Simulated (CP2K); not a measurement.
The system is BN.

```
N B
1.0
     2.49824    0.00000    0.00000
    -1.24912    2.16354    0.00000
     0.00000    0.00000    6.63570
N B
2 2
Cartesian
  1.2491 0.7212 1.6589
  0.0000 1.4424 4.9768
  1.2491 0.7212 4.9768
  0.0000 1.4424 1.6589
```

Base run:

```yaml
Program: CP2K 2026.2
Functional: LDA
Potentials_or_basis: POTENTIAL_UZH N GTH-PBE-q5, B GTH-PBE-q3; TZVP-MOLOPT-PBE-GTH basis
Density_cutoff: 9184 eV
k_mesh: 12 × 12 × 4
Occupations: fermi-dirac, width 0.05 eV
Spin: no spin polarisation
```

Its results: band gap on the k mesh 4.09 eV, indirect (least direct gap 4.52 eV); pressure 3.8 GPa.

Task: The run is repeated on the same cell with these changes: functional from LDA to PBEsol. What comes out?

Result: Band gap on the k mesh 4.17 eV, indirect (least direct gap 4.56 eV); pressure 4.2 GPa.

PBEsol binds less tightly than LDA, so the same cell stands under more pressure.

Caveats: the potentials were made for another functional, which shifts forces and pressure; the basis of atomic orbitals isn't converged, which shifts pressures, moduli and gaps; this functional lacks dispersion, which binds the layers, so the pressure and a relaxed spacing across them are unreliable (some runs).

Not every run made on this cell is shown here.
